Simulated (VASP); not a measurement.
**Lattice vibrations of Th2TeN2**

Aim: the phonon dispersion and thermal properties of Th2TeN2. The start is a cell from a database of measured crystal structures.

Method: PBEsol; plane waves and PAW (Th, Te, N), in VASP 6.6.1.

**1. The starting structure**

It takes space group I4/mmm (No. 139, tetragonal). The conventional cell has a = 4.094 Å, b = 4.094 Å, c = 13.014 Å, α = 90.00°, β = 90.00°, γ = 90.00°. Nearest to Th lie 4 N at 2.38 Å and 5 Te at 3.54 to 4.48 Å and 9 Th at 3.79 to 4.09 Å. Te has 10 Th at 3.54 to 4.48 Å nearest. Nearest to N lie 4 Th at 2.38 Å. Farther neighbours and most contacts between anions are not listed.

**2. Relax the host**

The cell keeps its measured volume, while shape and atoms relax.

INCAR reads:

```
SYSTEM = Th2TeN2
PREC = Accurate
ENCUT = 520
EDIFF = 1E-06
NELM = 120
ISMEAR = 0
SIGMA = 0.05
LREAL = .FALSE.
ALGO = Normal
GGA = PS
NBANDS = 26
LASPH = .TRUE.
LORBIT = 11
LWAVE = .FALSE.
LCHARG = .FALSE.
KPAR = 2
NCORE = 4
IBRION = 2
NSW = 40
ISIF = 4
EDIFFG = -0.02
POTIM = 0.4
```

POSCAR reads:

```
Th2TeN2
1.0
   -2.0469500000      2.0469500000      6.5070000000
    2.0469500000     -2.0469500000      6.5070000000
    2.0469500000      2.0469500000     -6.5070000000
Th Te N
2 1 2
Direct
    0.3440000000      0.3440000000      0.0000000000
    0.6560000000      0.6560000000      0.0000000000
    0.0000000000      0.0000000000      0.0000000000
    0.2500000000      0.7500000000      0.5000000000
    0.7500000000      0.2500000000      0.5000000000
```

KPOINTS reads:

```
Automatic mesh
0
Gamma
7 7 7
0 0 0
```

Potentials, in the order of the species: Th, Te and N (PBE family, release 64).

Started as:

```
$ mpirun -np 8 vasp_std
```

What it wrote:

```text
[banner, memory and clock lines left out]
running    8 mpi-ranks, on    1 nodes
 distrk:  each k-point on    4 cores,    2 groups
 distr:  one band on    4 cores,    1 groups

 POSCAR found type information on POSCAR ThTeN
 POSCAR found :  3 types and       5 ions
|                                                                             |
|               ----> ADVICE to this user running VASP <----                  |
|                                                                             |
|     You enforced a specific xc type in the INCAR file but a different       |
|     [... a line on the potential file left out ...]
|     I HOPE YOU KNOW WHAT YOU ARE DOING!                                     |
|                                                                             |

 LDA part: xc-table for (Slater+PW92), standard interpolation
 POSCAR, INCAR and KPOINTS ok, starting setup
 FFT: planning ... GRIDC
 FFT: planning ... GRID_SOFT
 FFT: planning ... GRID
 WAVECAR not read
 entering main loop
       N       E                     dE             d eps       ncg     rms          rms(c)
DAV:   1     0.440966303712E+03    0.44097E+03   -0.16823E+04  2080   0.141E+03
DAV:   2     0.317201011488E+02   -0.40925E+03   -0.40223E+03  2704   0.360E+02
DAV:   3    -0.505584897028E+02   -0.82279E+02   -0.78341E+02  3028   0.143E+02
DAV:   4    -0.562733821158E+02   -0.57149E+01   -0.57039E+01  3384   0.395E+01
DAV:   5    -0.564524032297E+02   -0.17902E+00   -0.17895E+00  3424   0.671E+00    0.533E+01
DAV:   6    -0.459602919146E+02    0.10492E+02   -0.69437E+01  2782   0.422E+01    0.345E+01
DAV:   7    -0.461206811256E+02   -0.16039E+00   -0.87506E+00  3048   0.186E+01    0.250E+01
DAV:   8    -0.464641944415E+02   -0.34351E+00   -0.43810E+00  2544   0.104E+01    0.120E+01
DAV:   9    -0.460868678449E+02    0.37733E+00   -0.37766E+00  2478   0.871E+00    0.164E+00
DAV:  10    -0.460805978872E+02    0.62700E-02   -0.18242E-01  2784   0.291E+00    0.214E+00
DAV:  11    -0.460740458460E+02    0.65520E-02   -0.39234E-02  3088   0.109E+00    0.834E-01
DAV:  12    -0.460742244025E+02   -0.17856E-03   -0.35597E-03  2880   0.360E-01    0.242E-01
DAV:  13    -0.460735601985E+02    0.66420E-03   -0.11869E-02  3416   0.530E-01    0.139E-01
DAV:  14    -0.460734589230E+02    0.10128E-03   -0.10511E-03  2816   0.208E-01    0.298E-01
DAV:  15    -0.460734325519E+02    0.26371E-04   -0.15030E-04  3598   0.624E-02    0.156E-01
DAV:  16    -0.460734260080E+02    0.65439E-05   -0.14233E-05  3024   0.200E-02    0.795E-02
DAV:  17    -0.460734200230E+02    0.59851E-05   -0.18598E-05  3166   0.205E-02    0.338E-02
DAV:  18    -0.460734197132E+02    0.30973E-06   -0.13022E-06  1608   0.733E-03
   1 F= -.46073420E+02 E0= -.46073420E+02  d E =-.460734E+02
 curvature:   0.00 expect dE= 0.000E+00 dE for cont linesearch  0.000E+00
 trial: gam= 0.00000 g(F)=  0.445E+00 g(S)=  0.230E-04 ort = 0.000E+00 (trialstep = 0.100E+01)
 search vector abs. value=  0.445E+00
 bond charge predicted
       N       E                     dE             d eps       ncg     rms          rms(c)
DAV:   1    -0.461449414549E+02   -0.71521E-01   -0.37567E+01  2080   0.322E+01    0.886E+00
DAV:   2    -0.463014373429E+02   -0.15650E+00   -0.26872E+00  2638   0.106E+01    0.278E+00
DAV:   3    -0.462984234968E+02    0.30138E-02   -0.31359E-01  3558   0.286E+00    0.175E+00
DAV:   4    -0.462967226062E+02    0.17009E-02   -0.24824E-02  3120   0.926E-01    0.106E+00
DAV:   5    -0.462973252079E+02   -0.60260E-03   -0.43048E-03  3724   0.330E-01    0.241E-01
DAV:   6    -0.462971547622E+02    0.17045E-03   -0.51178E-04  2798   0.147E-01    0.962E-02
DAV:   7    -0.462971758510E+02   -0.21089E-04   -0.70721E-05  3048   0.514E-02    0.514E-02
DAV:   8    -0.462971753848E+02    0.46619E-06   -0.19797E-05  2992   0.252E-02    0.122E-02
DAV:   9    -0.462971749063E+02    0.47857E-06   -0.29769E-06  2448   0.103E-02
   2 F= -.46297175E+02 E0= -.46297175E+02  d E =-.223755E+00
[...]
3 F= -.46297193E+02 E0= -.46297193E+02  d E =-.223773E+00
[...]
4 F= -.46298141E+02 E0= -.46298141E+02  d E =-.948423E-03
 trial-energy change:   -0.000948  1 .order   -0.000935   -0.001280   -0.000591
 step:   1.7166(harm=  1.8559)  dis= 0.00052  next Energy=   -46.298359 (dE=-0.117E-02)
 bond charge predicted
       N       E                     dE             d eps       ncg     rms          rms(c)
DAV:   1    -0.462988984488E+02   -0.75719E-03   -0.49925E-02  2280   0.173E+00    0.279E-01
DAV:   2    -0.462985477833E+02    0.35067E-03   -0.23291E-03  2602   0.422E-01    0.891E-02
DAV:   3    -0.462984333437E+02    0.11444E-03   -0.55967E-04  3194   0.130E-01    0.596E-02
DAV:   4    -0.462984084891E+02    0.24855E-04   -0.15036E-04  2766   0.662E-02    0.297E-02
DAV:   5    -0.462983983078E+02    0.10181E-04   -0.29688E-05  3016   0.386E-02    0.261E-02
DAV:   6    -0.462983983309E+02   -0.23047E-07   -0.66428E-06  2786   0.161E-02
   5 F= -.46298398E+02 E0= -.46298398E+02  d E =-.120560E-02
 curvature:  -0.91 expect dE=-0.417E-04 dE for cont linesearch -0.130E-04
 trial: gam=-0.07777 g(F)=  0.290E-04 g(S)=  0.171E-04 ort = 0.136E-03 (trialstep = 0.114E+01)
 search vector abs. value=  0.327E-04
 reached required accuracy - stopping structural energy minimisation
```

The job ended after 2.8 min (8 MPI ranks of Intel Xeon Platinum 8488C (Sapphire Rapids), shared host; peak memory 2.2 GiB; 22 min of CPU time).

Lines that name or quote the potential files are left out of all logs, and their timing lines are given in words.

From OUTCAR (step 2):

```text
ion  position               nearest neighbor table
   1  0.344  0.344  0.000-   4 2.38   5 2.38   4 2.38   5 2.38   3 3.54   3 3.54   3 3.54   3 3.54
                             2 3.79   2 3.79   2 3.79   2 3.79
   2  0.656  0.656  0.000-   4 2.38   5 2.38   4 2.38   5 2.38   3 3.54   3 3.54   3 3.54   3 3.54
                             1 3.79   1 3.79   1 3.79   1 3.79
   3  0.000  0.000  0.000-   2 3.54   2 3.54   2 3.54   1 3.54   2 3.54   1 3.54   1 3.54   1 3.54

  LATTYP: Found a body centered tetragonal cell.
 ALAT       =     4.0939000000
 C/A-ratio  =     3.1788758885

 Subroutine GETGRP returns: Found 16 space group operations
 (whereof 16 operations were pure point group operations)

The static configuration has the point symmetry D_4h.

 Found     40 irreducible k-points:

   k-points           NKPTS =     40   k-points in BZ     NKDIM =     40   number of bands    NBANDS=     26

   dimension x,y,z NGX =    54 NGY =   54 NGZ =   54
   dimension x,y,z NGXF=   108 NGYF=  108 NGZF=  108

   ENCUT  =  520.0 eV  38.22 Ry    6.18 a.u.  13.24 13.24 13.24*2*pi/ulx,y,z

   NELECT =      40.0000    total number of electrons

 k-points in reciprocal lattice and weights: Automatic mesh
   0.00000000  0.00000000  0.00000000       0.003
   0.14285714  0.00000000  0.00000000       0.023
   0.28571429  0.00000000  0.00000000       0.023
   0.42857143 -0.00000000  0.00000000       0.023
   0.14285714  0.14285714  0.00000000       0.023
   0.28571429  0.14285714  0.00000000       0.047
   0.42857143  0.14285714  0.00000000       0.047
  -0.42857143  0.14285714 -0.00000000       0.047
  -0.28571429  0.14285714  0.00000000       0.047
[...]
-0.42857143  0.42857143  0.42857143       0.012
  -0.42857143 -0.42857143  0.42857143       0.006

 average (electrostatic) potential at core
       1 -57.3440       2 -57.3440       3 -86.8550       4 -60.8503       5 -60.8503

 E-fermi :   6.4925

 k-point     1 :       0.0000    0.0000    0.0000
  band No.  band energies     occupation
    ...
     16       4.3179      2.00000
     17       4.3179      2.00000
     18       5.4966      2.00000
     19       6.2692      2.00000
     20       6.2692      2.00000
     21       7.8214      0.00000
     22       8.7818      0.00000
     23       8.8813      0.00000
     24       8.9815      0.00000
     25       9.2185      0.00000
    ...

 k-point     2 :       0.1429    0.0000    0.0000
  band No.  band energies     occupation
    ...
     16       4.1849      2.00000
     17       4.5334      2.00000
     18       5.2303      2.00000
     19       5.5076      2.00000
     20       6.2164      2.00000
     21       8.0735      0.00000
     22       8.8492      0.00000
     23       9.1172      0.00000
     24       9.2241      0.00000
     25       9.6403      0.00000
    ...

 k-point     3 :       0.2857    0.0000    0.0000
  band No.  band energies     occupation
    ...
     16       3.7881      2.00000
     17       3.9009      2.00000
     18       4.7919      2.00000
     19       5.4395      2.00000
     20       6.0669      2.00000
     21       8.3708      0.00000
     22       8.8268      0.00000
     23       9.2866      0.00000
     24       9.4334      0.00000
     25       9.5685      0.00000
    ...

  Total       -1.1836778     -1.1836778     -1.1261080      0.0000000      0.0000000      0.0000000
  in kB      -17.3895696    -17.3895696    -16.5438035      0.0000000      0.0000000      0.0000000
  external PRESSURE =     -17.1076475 kB  Pullay stress =       0.0000000 kB

  energy-cutoff  :      520.00
  volume of cell :      109.06
      direct lattice vectors                 reciprocal lattice vectors
    -2.042798195  2.042798195  6.533476672     0.000000000  0.244762308  0.076528933
     2.042798195 -2.042798195  6.533476672     0.244762308  0.000000000  0.076528933
     2.042798195  2.042798195 -6.533476672     0.244762308  0.244762308  0.000000000

 POSITION                                       TOTAL-FORCE (eV/Angst)
 -----------------------------------------------------------------------------------
      0.00000      0.00000      4.40230         0.000000      0.000000      0.019390
      0.00000      0.00000      8.66465         0.000000      0.000000     -0.019390
      0.00000      0.00000     -0.00000        -0.000000     -0.000000      0.000000
      2.04280      0.00000      3.26674        -0.000000     -0.000000     -0.000000
      0.00000      2.04280      3.26674        -0.000000     -0.000000     -0.000000
 -----------------------------------------------------------------------------------
    total drift:                               -0.000000      0.000000     -0.000000

  FREE ENERGIE OF THE ION-ELECTRON SYSTEM (eV)
  ---------------------------------------------------
  free  energy   TOTEN  =       -46.2983983309 eV

  energy  without entropy=      -46.2983983309  energy(sigma->0) =      -46.29839833

 reached required accuracy - stopping structural energy minimisation

 total charge
# of ion       s       p       d       f       tot
--------------------------------------------------
    1        2.127   5.842   1.068   0.560   9.598
    2        2.127   5.842   1.068   0.560   9.598
    3        1.349   2.074   0.012   0.000   3.435
    4        1.266   2.470   0.000   0.000   3.736
    5        1.266   2.470   0.000   0.000   3.736
--------------------------------------------------
tot          8.135  18.699   2.148   1.120  30.103

[... 3 further parts left out ...]
```

CONTCAR:

```
Th2TeN2
   1.00000000000000
    -2.0427981949675180    2.0427981949675180    6.5334766720565556
     2.0427981949675180   -2.0427981949675180    6.5334766720565556
     2.0427981949675180    2.0427981949675180   -6.5334766720565556
  Th              Te              N
     2     1     2
Direct
     0.3369033991670078    0.3369033991670078    0.0000000000000000
     0.6630966008329922    0.6630966008329922    0.0000000000000000
     0.0000000000000000    0.0000000000000000    0.0000000000000000
     0.2500000000000000    0.7500000000000000    0.5000000000000000
     0.7500000000000000    0.2500000000000000    0.5000000000000000
```

The gap is read on the k-mesh alone, so it is an upper bound where the band edges lie off the mesh. The PAW data sets were made with PBE, which is usual practice but a small mismatch for other functionals. The run keeps the 16 symmetry operations of its start, so it cannot find a distortion of lower symmetry.

Relaxation path:

```csv
step,energy less that of the first step (eV),largest force (eV/Å),pressure (GPa),volume (Å³)
1,0.0000,2.4017,-6.63,109.06
2,-0.2238,0.0224,-1.85,109.06
3,-0.2238,0.0014,-1.90,109.06
4,-0.2247,0.0097,-1.79,109.06
5,-0.2250,0.0194,-1.71,109.06
```

```csv
"conventional cell, symmetrised",before,after,change
a (Å),4.094,4.086,-0.2 %
b (Å),4.094,4.086,-0.2 %
c (Å),13.014,13.067,+0.4 %
volume (Å³/atom),21.81,21.81,-0.0 %
```

The atoms that moved most (Å, as changes of fractional coordinates times the final cell):

```
atom     dx     dy      dz  length
 Th2  0.000  0.000   0.093   0.093
 Th1  0.000  0.000  -0.093   0.093
```

The relaxed structure:

```xyz
5
Lattice="-2.0428 2.0428 6.5335 2.0428 -2.0428 6.5335 2.0428 2.0428 -6.5335" Properties=species:S:1:pos:R:3 pbc="T T T"
Th    0.0000    0.0000    4.4023
Th    0.0000    0.0000    8.6647
Te    0.0000    0.0000    0.0000
N     2.0428    0.0000    3.2667
N     0.0000    2.0428    3.2667
```

This step gave:

| Item | Value |
| --- | --- |
| electronic cycles | 44 |
| electrons | 40 |
| free energy (TOTEN) | -46.30 eV |
| Fermi energy | 6.492 eV |
| pressure | -1.711 GPa |
| labelled metallic, from the levels on this mesh | no |
| gap on the k-mesh | 1.552 eV |
| least direct gap on the k-mesh | 1.552 eV |

The run ended after 5 ionic steps, 0.225 eV below its first step, once the forces on the free atoms met EDIFFG = -0.02.

(Part 1 of 3 ends here.)

[Lines on the potential files, build, host, timing and source positions are cut from VASP's logs without a mark.]

[Logs are printed without paths, hosts, clocks, repeated set-up lines and the standing remarks that a program may print on its own settings, such as how far it seeks lower states.]

[Hosts, paths, dates, database ids (printed as entryN), source tags and the programs' standing remarks are cut or masked in the printed files.]

[Runs that stopped without an error message from VASP are left out.]
